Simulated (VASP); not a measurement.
Here is a VASP 6.6.1 calculation.

File INCAR:

```
ALGO = Normal
EDIFF = 1E-7
EDIFFG = -0.005
ENCUT = 600
IBRION = 2
ISIF = 3
ISMEAR = 0
KPAR = 2
LASPH = T
LATTICE_CONSTRAINTS = .TRUE. .TRUE. .FALSE.
LCHARG = F
LMIXTAU = T
LREAL = F
LWAVE = F
METAGGA = R2SCAN
NELM = 120
NSW = 60
PREC = Accurate
SIGMA = 0.03
```

File KPOINTS:

```
k-points
0
Gamma
  12 12 1
```

POSCAR

```
WSe2
1.0
    3.3000000000      0.0000000000      0.0000000000
   -1.6500000000      2.8578838300      0.0000000000
    0.0000000000      0.0000000000     19.3600000000
Se W
2 1
Direct
    0.6666670000      0.3333330000      0.4132231400
    0.6666670000      0.3333330000      0.5867768600
    0.3333330000      0.6666670000      0.5000000000
```

Potentials or basis: VASP PAW PBE potentials, release 64 (Se, W_sv).

Run with:

```console
$ cat potpaw_PBE.64/Se/POTCAR potpaw_PBE.64/W_sv/POTCAR > POTCAR
$ mpirun -np 2 vasp_std > vasp.out
```

(1) What does it give for the space group after relaxing (to 0.05 Å)?

(2) Predict the band gap on the k mesh.

(3) Estimate the relaxed cell.

Results:

(1) P-6m2 (No. 187).

(2) 1.64 eV, direct.

(3) a = 3.317 Å, b = 3.317 Å, c = 19.360 Å, α = 90.00°, β = 90.00°, γ = 120.00°.

Caveat: spin-orbit coupling is left out, which moves the levels of the heavy elements.
